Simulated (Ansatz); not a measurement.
**In: do energies and stresses tell the same story?**

Method: Ansatz, DFT PBEsol, scalar-relativistic, plane waves, PAW.

Plane waves to 420 eV, a k mesh through Γ of 18×18×18 on the computed 1-atom cell and Gaussian smearing (0.10 eV); no spin polarisation.

Relaxed cell: I4/mmm, a = 3.195 Å, b = 3.195 Å, c = 4.997 Å, α = 90.00°, β = 90.00°, γ = 90.00°, 1 atom in the primitive cell.

Energies at zero smearing and pressures from the stress tensor, at volumes with shape and atoms relaxed:
```
V (Å³/atom) E − E(first) (meV/atom) P (GPa)
     23.974                     0.00     3.27
     24.740                   -11.10     1.48
     25.505                   -14.43     0.00
     26.270                   -11.29    -1.22
     27.035                    -2.83    -2.23
```

**Question.** Check P = −dE/dV between neighbouring volumes, and get the bulk modulus from the pressures alone.

**Answer.** With 1 eV/Å³ = 160.2 GPa:
| middle V (Å³/atom) | −ΔE/ΔV (GPa) | mean P (GPa) |
| --- | --- | --- |
| 24.357 | 2.325 | 2.375 |
| 25.122 | 0.697 | 0.743 |
| 25.887 | -0.658 | -0.611 |
| 26.652 | -1.771 | -1.725 |

The two differ by 0.05 GPa at most. The mean of two end pressures misses the average over a step by about ΔV² P″/12, up to 0.03 GPa here; with that taken off 0.03 GPa remains. The stress is the derivative of the free energy, not of the energy at zero smearing, and with free energies 0.00 GPa remains. Around V = 25.505 Å³/atom, the two neighbours give B = −V ΔP/ΔV = 25.505 × 2.71 / 1.530 = 45.1 GPa, against B0 = 45.0 GPa from the Birch–Murnaghan fit of the energies.